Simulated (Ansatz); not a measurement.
CaO in Ansatz: the effect of functional

Crystal: CaO.

```
Ca O
1.0
     0.00000    2.40356    2.40356
     2.40356    0.00000    2.40356
     2.40356    2.40356    0.00000
Ca O
1 1
Direct
  0.00000 0.00000 0.00000
  0.50000 0.50000 0.50000
```

The cell is a database's computed one.

Alike in all runs:

* Program: Ansatz 0.2.0
* Task: band structure
* Potentials or basis: all-electron LAPW, scalar-relativistic
* Basis error allowed: 0.001 eV/atom
* k mesh: 10 × 10 × 10
* Occupations: fermi-dirac, width 0.05 eV
* Spin: no spin polarisation

| functional | cutoff | gap on the mesh (eV) | pressure (GPa) |
| --- | --- | --- | --- |
| LDA | 245 eV (chosen from the basis error) | 3.48 | -7.0 |
| PBE | 246 eV (chosen from the basis error) | ? | ? |
| PBEsol | 246 eV (chosen from the basis error) | 3.55 | -2.7 |
| RPBE | 246 eV (chosen from the basis error) | 3.76 | 5.4 |
| revPBE | 246 eV (chosen from the basis error) | 3.73 | 4.4 |
| BLYP | 245 eV (chosen from the basis error) | 3.75 | 4.3 |

What does the run with functional PBE give?

gap on the mesh 3.65 eV; pressure 1.6 GPa.

